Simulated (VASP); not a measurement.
The system is NaCl.

```
CELL_PARAMETERS angstrom
0.00000 2.79406 2.79406
2.79406 0.00000 2.79406
2.79406 2.79406 0.00000
ATOMIC_POSITIONS crystal
Cl 0.50000 0.50000 0.50000
Na 0.00000 0.00000 0.00000
```

The cell is a database's computed one.

* Program: VASP 6.6.1
* Task: single point
* Functional: PBE
* Potentials or basis: VASP PAW PBE potentials, release 64 (Cl, Na_pv)
* Cutoff: 520 eV
* k mesh: 8 × 8 × 8
* Occupations: fermi-dirac, width 0.05 eV
* Spin: no spin polarisation

On this cell: pressure 1.5 GPa; largest force zero by symmetry; band gap on the k mesh 5.22 eV, direct.

The same run follows on a disturbed copy (atoms moved at random, drawn with an rms of 0.05 Å):

```
CELL_PARAMETERS angstrom
0.00000 2.79406 2.79406
2.79406 0.00000 2.79406
2.79406 2.79406 0.00000
ATOMIC_POSITIONS crystal
Cl 0.48821 0.51264 0.50193
Na 0.99583 0.00299 0.99639
```

**Question.** What does the disturbed cell give?

**Answer.** The energy moves by +0.7 meV/atom; pressure 1.5 GPa; largest force 0.069 eV/Å; band gap on the k mesh 5.22 eV, direct.

Forces in eV/Å, atoms in the order of the input:
```
Cl  -0.068  0.009 -0.009
Na   0.068 -0.009  0.009
```

Stress tensor (GPa, compression positive):
```
1.60 0.00 0.00
0.00 1.52 0.00
0.00 0.00 1.51
```

